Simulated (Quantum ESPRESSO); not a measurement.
Input of a Quantum ESPRESSO 7.5 run:

pw.in

```
&CONTROL
  calculation = 'scf'
  prefix = 'pwscf'
  outdir = './tmp'
  pseudo_dir = './pseudo'
  tprnfor = .true.
  tstress = .true.
  disk_io = 'low'
/
&SYSTEM
  ibrav = 0
  nat = 2
  ntyp = 1
  ecutwfc = 36
  nbnd = 9
  input_dft = 'blyp'
  occupations = 'smearing'
  smearing = 'fd'
  degauss = 0.00367493
/
&ELECTRONS
  conv_thr = 4d-10
  electron_maxstep = 120
  mixing_beta = 0.5
/
ATOMIC_SPECIES
Si    28.0850 Si.upf
CELL_PARAMETERS bohr
   0.0000000000    5.1435532945    5.1435532945
   5.1435532945    0.0000000000    5.1435532945
   5.1435532945    5.1435532945    0.0000000000
ATOMIC_POSITIONS bohr
Si     5.1435532945    5.1435532945    5.1435532945
Si     7.7153299417    7.7153299417    7.7153299417
K_POINTS automatic
10 10 10 1 1 1
```

The input scf2.in:

```
&CONTROL
  calculation = 'scf'
  prefix = 'pwscf'
  outdir = './tmp'
  pseudo_dir = './pseudo'
  tprnfor = .true.
  tstress = .true.
  disk_io = 'low'
/
&SYSTEM
  ibrav = 0
  nat = 2
  ntyp = 1
  ecutwfc = 36
  nbnd = 9
  input_dft = 'blyp'
  occupations = 'fixed'
/
&ELECTRONS
  conv_thr = 1d-13
  electron_maxstep = 120
  mixing_beta = 0.5
  startingpot = 'file'
  startingwfc = 'file'
/
ATOMIC_SPECIES
Si    28.0850 Si.upf
CELL_PARAMETERS bohr
   0.0000000000    5.1435532945    5.1435532945
   5.1435532945    0.0000000000    5.1435532945
   5.1435532945    5.1435532945    0.0000000000
ATOMIC_POSITIONS bohr
Si     5.1435532945    5.1435532945    5.1435532945
Si     7.7153299417    7.7153299417    7.7153299417
K_POINTS automatic
10 10 10 1 1 1
```

The input ph.in:

```
dielectric of Si
&INPUTPH
  prefix = 'pwscf'
  outdir = './tmp'
  tr2_ph = 1d-18
  fildyn = 'dyn'
  niter_ph = 90
  alpha_mix(1) = 0.7
  epsil = .true.
  trans = .false.
  zeu = .true.
/
0.0000000000 0.0000000000 0.0000000000
```

Potentials or basis: PseudoDojo 0.4.1 SR PBE standard.

The run is started by

```bash
$ OMP_NUM_THREADS=1 pw.x -in pw.in > pw.out
$ OMP_NUM_THREADS=1 pw.x -in scf2.in > scf2.out
$ OMP_NUM_THREADS=1 ph.x -in ph.in > ph.out
```

**Question.** Estimate the electronic dielectric tensor (diagonal).

**Answer.** 12.15.

**Question.** Estimate the Born charges (mean of the diagonal).

**Answer.** Si +0.00 e.

**Question.** Estimate the pressure.

**Answer.** 5.0 GPa.

Born effective charge tensors (e):
atom 1, Si
```
0.00 0.00 0.00
0.00 0.00 0.00
0.00 0.00 0.00
```
atom 2, Si
```
0.00 0.00 0.00
0.00 0.00 0.00
0.00 0.00 0.00
```

Caveat: the potentials were made for another functional, which shifts forces and pressure; the cell is more than 3 GPa from zero pressure, which shifts response properties.
